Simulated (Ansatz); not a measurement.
Geometry optimisation in Ansatz: input, command and trajectory.

```yaml
crystal:
  lattice:
    - [3.4918910808, 0.0, 0.0]
    - [0.0, 7.3611236146, 0.0]
    - [0.0, 0.0, 3.870500382]
  atoms:
    - { symbol: Ti, position: [0.0, 0.5, 0.05075] }
    - { symbol: Ti, position: [0.5, 0.5, 0.55075] }
    - { symbol: Ti, position: [0.5, 0.0, 0.55075] }
    - { symbol: Ti, position: [0.0, 0.0, 0.05075] }
    - { symbol: Si, position: [0.0, 0.75, 0.55075] }
    - { symbol: Si, position: [0.0, 0.25, 0.55075] }
    - { symbol: Si, position: [0.5, 0.25, 0.05075] }
    - { symbol: Si, position: [0.5, 0.75, 0.05075] }
basis:
  ecutwfc: 420
kpoints:
  mp_grid: { grid: [10, 6, 10] }
hamiltonian:
  xc: pbesol
scf:
  occupations: { method: gaussian, width: 0.1 }
output:
  forces: true
  stress: true
  eigenvalues: true
relax:
  adjacent_minimum: "off"
  f_tol: 0.01
  max_steps: 30
  cell: { stress_tol: 0.1, fix: [volume] }
```

```bash
ansatz run input.yaml --threads 2 --pin off --max-ram 5120MiB --backend cpu --events-out ev --progress --plain --runs-dir out
```

The calculation used Ansatz 0.2.0, DFT PBEsol, scalar-relativistic, plane waves, PAW.

The volume is held at 0.88 times that of the relaxed cell.

Of 4 frames 3 are shown, positions in Å and forces in eV/Å; the SCF threshold varies from step to step. Steps run on the plane waves of an earlier cell, with a Pulay correction in the pressure. The basis is chosen afresh for the last frame, the zero of the energies, and at times for earlier ones too; energy and pressure step there, also at an unchanged geometry.

```xyz
8
Lattice="3.4919 0.0000 0.0000 0.0000 7.3611 0.0000 0.0000 0.0000 3.8705" Properties=species:S:1:pos:R:3:forces:R:3 pbc="T T T" step=1 free_energy_over_end_meV_per_atom=0.23 pressure_GPa=23.48
Ti    0.0000    3.6806    0.1964    0.0000    0.0000    0.0000
Ti    1.7459    3.6806    2.1317    0.0000    0.0000    0.0000
Ti    1.7459    0.0000    2.1317    0.0000    0.0000    0.0000
Ti    0.0000    0.0000    0.1964    0.0000    0.0000    0.0000
Si    0.0000    5.5208    2.1317    0.0000    0.0000    0.0000
Si    0.0000    1.8403    2.1317    0.0000    0.0000    0.0000
Si    1.7459    1.8403    0.1964    0.0000    0.0000    0.0000
Si    1.7459    5.5208    0.1964    0.0000    0.0000    0.0000
8
Lattice="3.4916 0.0000 0.0000 0.0000 7.3788 0.0000 0.0000 0.0000 3.8616" Properties=species:S:1:pos:R:3:forces:R:3 pbc="T T T" step=2 free_energy_over_end_meV_per_atom=0.06 pressure_GPa=23.39
Ti    0.0000    3.6894    0.1960    0.0000    0.0000    0.0000
Ti    1.7458    3.6894    2.1268    0.0000    0.0000    0.0000
Ti    1.7458    0.0000    2.1268    0.0000    0.0000    0.0000
Ti    0.0000    0.0000    0.1960    0.0000    0.0000    0.0000
Si    0.0000    5.5341    2.1268    0.0000    0.0000    0.0000
Si    0.0000    1.8447    2.1268    0.0000    0.0000    0.0000
Si    1.7458    1.8447    0.1960    0.0000    0.0000    0.0000
Si    1.7458    5.5341    0.1960    0.0000    0.0000    0.0000
8
Lattice="3.4987 0.0000 0.0000 0.0000 7.3853 0.0000 0.0000 0.0000 3.8503" Properties=species:S:1:pos:R:3:forces:R:3 pbc="T T T" step=4 free_energy_over_end_meV_per_atom=0.00 pressure_GPa=23.32
Ti    0.0000    3.6927    0.1954    0.0000    0.0000    0.0000
Ti    1.7493    3.6927    2.1206    0.0000    0.0000    0.0000
Ti    1.7493    0.0000    2.1206    0.0000    0.0000    0.0000
Ti    0.0000    0.0000    0.1954    0.0000    0.0000    0.0000
Si    0.0000    5.5390    2.1206    0.0000    0.0000    0.0000
Si    0.0000    1.8463    2.1206    0.0000    0.0000    0.0000
Si    1.7493    1.8463    0.1954    0.0000    0.0000    0.0000
Si    1.7493    5.5390    0.1954    0.0000    0.0000    0.0000
```

Time: 42 s on 2 threads of Intel(R) Xeon(R) 6975P-C (Granite Rapids) (shared host), peak memory 0.77 GiB.